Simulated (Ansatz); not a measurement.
## WSe2 under strain

Method: DFT PBEsol+D3(BJ), scalar-relativistic, plane waves, PAW (Ansatz 0.2.0). Settings: 420 eV cutoff, 12×12×4 k-mesh, Gaussian smearing of 0.02 eV, no spin polarisation.

Reference structure (relaxed):

```
W Se
1.0
     3.23087    0.00000    0.00000
    -1.61543    2.79801    0.00000
     0.00000    0.00000   12.41705
W Se
2 4
Cartesian
  1.6154 0.9327 3.1032
  0.0000 1.8653 9.3139
  0.0000 1.8653 4.7842
  1.6154 0.9327 10.9947
  0.0000 1.8653 1.4223
  1.6154 0.9327 7.6329
```

Deformation: all cell vectors scaled alike, the atoms relaxed, all within the symmetry that the strain leaves. Energies are extrapolated to zero smearing. Gaps are Kohn–Sham gaps over the whole zone.

Spin-orbit coupling is left out, which matters for the bands and energies of heavy elements.

```tsv
strain (%)	ΔE (meV/atom)	a (Å)	b (Å)	c (Å)	gap (eV)
-4.5	104.2	3.085	3.085	11.858	0.25
-3.0	42.9	3.134	3.134	12.045	0.41
-1.5	9.9	3.182	3.182	12.231	0.55
+0.0	0.0	3.231	3.231	12.417	0.67
+1.5	9.1	3.279	3.279	12.603	0.77
+3.0	33.9	3.328	3.328	12.790	0.86
+4.5	71.8	3.376	3.376	12.976	0.80
```

Task: What stiffness (1/V) d²E/dε² at zero strain does a cubic fit over all points give?

Result: A cubic fit gives (1/V) d²E/dε² = 746 GPa at zero strain (nine times the bulk modulus at fixed shape).

Task: How fast does the gap move with strain on either side?

Result: 80 meV per percent on the compressed side and 68 meV per percent on the stretched side; it is indirect at -1.5 %, indirect at zero and indirect at +1.5 %.